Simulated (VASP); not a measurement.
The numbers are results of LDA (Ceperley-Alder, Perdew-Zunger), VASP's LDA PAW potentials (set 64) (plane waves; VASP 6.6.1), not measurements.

The input files of a VASP run:

INCAR:
```
ALGO  =  Normal
EDIFF  =  1E-6
ENCUT  =  320
ISIF  =  2
ISMEAR  =  -1
LASPH  =  .TRUE.
LCHARG  =  .FALSE.
LMAXMIX  =  4
LREAL  =  .FALSE.
LWAVE  =  .FALSE.
NELM  =  100
PREC  =  Accurate
SIGMA  =  0.1
SYSTEM  =  InN
```

**KPOINTS**
```
Automatic mesh
0
Gamma
6 6 6
0 0 0
```

File POSCAR:
```
InN
1
    3.5002010000     0.0000000000     0.0000000000
   -1.7501010000     3.0312630000     0.0000000000
    0.0000000000     0.0000000000     5.6511580000
In N
2 2
Direct
  0.6666670000   0.3333330000   0.5004800000
  0.3333330000   0.6666670000   0.0004800000
  0.6666670000   0.3333330000   0.8795200000
  0.3333330000   0.6666670000   0.3795200000
```

POTCAR, in this order: In_d N (LDA.64 set). Program: vasp_std.

The resulting files:

**OUTCAR**
```
 ion  position               nearest neighbor table
   1  0.667  0.333  0.500-   4 2.13   4 2.13   4 2.13   3 2.14   2 3.47   2 3.47   2 3.47   2 3.47
                             2 3.47   2 3.47
   2  0.333  0.667  0.000-   3 2.13   3 2.13   3 2.13   4 2.14   1 3.47   1 3.47   1 3.47   1 3.47
                             1 3.47   1 3.47
   3  0.667  0.333  0.880-   2 2.13   2 2.13   2 2.13   1 2.14
   4  0.333  0.667  0.380-   1 2.13   1 2.13   1 2.13   2 2.14
  LATTYP: Found a hexagonal cell.
 ALAT       =     3.5002010000
 C/A-ratio  =     1.6145238516
 Subroutine PRICEL returns:
 Original cell was already a primitive cell.
 Subroutine GETGRP returns: Found 12 space group operations
The static configuration has the point symmetry C_3v.
 The point group associated with its full space group is C_6v.
The dynamic configuration has the point symmetry C_3v.
 Subroutine INISYM returns: Found 12 space group operations
 Subroutine IBZKPT returns following result:
 Found     28 irreducible k-points:

 Following reciprocal coordinates:
            Coordinates               Weight
  0.000000  0.000000  0.000000      1.000000
  0.166667  0.000000  0.000000      6.000000
  0.333333 -0.000000  0.000000      6.000000
...
```

### OSZICAR
```
       N       E                     dE             d eps       ncg     rms          rms(c)
DAV:   1     0.298120762051E+03    0.29812E+03   -0.13853E+04  1240   0.170E+03
DAV:   2     0.661941727933E+01   -0.29150E+03   -0.28491E+03  1340   0.412E+02
DAV:   3    -0.281201331181E+02   -0.34740E+02   -0.34120E+02  1658   0.161E+02
DAV:   4    -0.289155009678E+02   -0.79537E+00   -0.79400E+00  1496   0.265E+01
DAV:   5    -0.289386859737E+02   -0.23185E-01   -0.23183E-01  1702   0.393E+00    0.145E+01
DAV:   6    -0.247507207433E+02    0.41880E+01   -0.17751E+01  2160   0.579E+01    0.115E+01
DAV:   7    -0.247904954898E+02   -0.39775E-01   -0.18591E+00  1310   0.104E+01    0.353E+00
DAV:   8    -0.247328227064E+02    0.57673E-01   -0.20094E-01  1962   0.483E+00    0.175E+00
DAV:   9    -0.247110426752E+02    0.21780E-01   -0.46986E-02  2010   0.321E+00    0.453E-01
DAV:  10    -0.247089082040E+02    0.21345E-02   -0.88583E-03  2034   0.122E+00    0.162E-01
DAV:  11    -0.247090813195E+02   -0.17312E-03   -0.22639E-03  1890   0.343E-01    0.127E-01
DAV:  12    -0.247089943838E+02    0.86936E-04   -0.30369E-04  2094   0.199E-01    0.355E-02
DAV:  13    -0.247089966253E+02   -0.22415E-05   -0.26058E-05  1406   0.332E-02    0.140E-02
DAV:  14    -0.247089960735E+02    0.55174E-06   -0.16123E-06  1072   0.114E-02
   1 F= -.24708996E+02 E0= -.24707055E+02  d E =-.388256E-02
```

### OUTCAR
```
------------------------ aborting loop because EDIFF is reached ----------------------------------------
  FORCE on cell =-STRESS in cart. coord.  units (eV):
  Direction    XX          YY          ZZ          XY          YZ          ZX
  --------------------------------------------------------------------------------------
  Total       -3.9202321     -3.9202321     -3.9181838      0.0000006     -0.0000000      0.0000000
  in kB     -104.7534436   -104.7534447   -104.6987113      0.0000173     -0.0000000      0.0000000
  external PRESSURE =    -104.7351999 kB  Pullay stress =       0.0000000 kB
  volume of cell :       59.96
      direct lattice vectors                 reciprocal lattice vectors
     3.500201000  0.000000000  0.000000000     0.285697878  0.164947793  0.000000000
    -1.750101000  3.031263000  0.000000000     0.000000000  0.329895492  0.000000000
     0.000000000  0.000000000  5.651158000     0.000000000  0.000000000  0.176954883
 POSITION                                       TOTAL-FORCE (eV/Angst)
 -----------------------------------------------------------------------------------
      1.75010      1.01042      2.82829         0.000000     -0.000000      0.005519
     -0.00000      2.02084      0.00271        -0.000000      0.000000      0.005519
      1.75010      1.01042      4.97031        -0.000000      0.000000     -0.005519
     -0.00000      2.02084      2.14473         0.000000      0.000000     -0.005519
 -----------------------------------------------------------------------------------
    total drift:                               -0.001293      0.000747      0.000334
  FREE ENERGIE OF THE ION-ELECTRON SYSTEM (eV)
  ---------------------------------------------------
  free  energy   TOTEN  =       -24.7089960735 eV

  energy  without entropy=      -24.7051135145  energy(sigma->0) =      -24.70705479
```
(Selected blocks of OUTCAR.)

At this cut-off the stress carries a Pulay error, which pulls relaxed volumes low.

The structure comes from a computed database's InN entry; how it stands against other phases isn't given here. The cell was not relaxed at this level. The k-mesh is coarse (spacing up to 0.35 per Å, 2π included), so the numbers may not be converged in it. The run is one of a series of settings (ENCUT = 320, KPOINTS 6×6×6 Γ-centred mesh against the base run), some of them coarse on purpose.
